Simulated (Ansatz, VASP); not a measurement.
One calculation of SnO2 (Cassiterite), two programs

```
CELL_PARAMETERS angstrom
4.88783 0.00000 0.00000
0.00000 4.88783 0.00000
0.00000 0.00000 3.25327
ATOMIC_POSITIONS crystal
Sn 0.00000 0.00000 0.00000
Sn 0.50000 0.50000 0.50000
O 0.30734 0.30734 0.00000
O 0.19266 0.80734 0.50000
O 0.69266 0.69266 0.00000
O 0.80734 0.19266 0.50000
```

Alike in both runs: functional PBE; k mesh 6 × 6 × 8; occupations gaussian, width 0.02 eV; no spin polarisation.

Ansatz relaxed the structure, and its values are those at the end. VASP's run is a single point on that final structure, the one shown.

|  | VASP | Ansatz |
| --- | --- | --- |
| version | VASP 6.6.1 | Ansatz 0.2.0 |
| potentials or method | VASP PAW PBE potentials, release 64 (Sn_d, O) | scalar-relativistic, plane waves, PAW |
| plane-wave cutoff (eV) | 520 | 420 |
| valence electrons in the cell | 52 | 52 |

Ansatz gave:

| Item | Value |
| --- | --- |
| gap on the k mesh at the Fermi level (eV) | 0.42 |
| least direct gap on the mesh (eV) | 0.42 |
| pressure (GPa) | -4.5 |
| rms of the force components (eV/Å) | 0.001 |

**Question.** Estimate VASP's values.

**Answer.** gap on the k mesh at the Fermi level (eV): 0.41; least direct gap on the mesh (eV): 0.41; pressure (GPa): -4.0; rms of the force components (eV/Å): 0.009.

Caveats: spin-orbit coupling is left out, which moves the levels of the heavy elements. A hybrid or GW would open this gap; PBE tends to underestimate it.
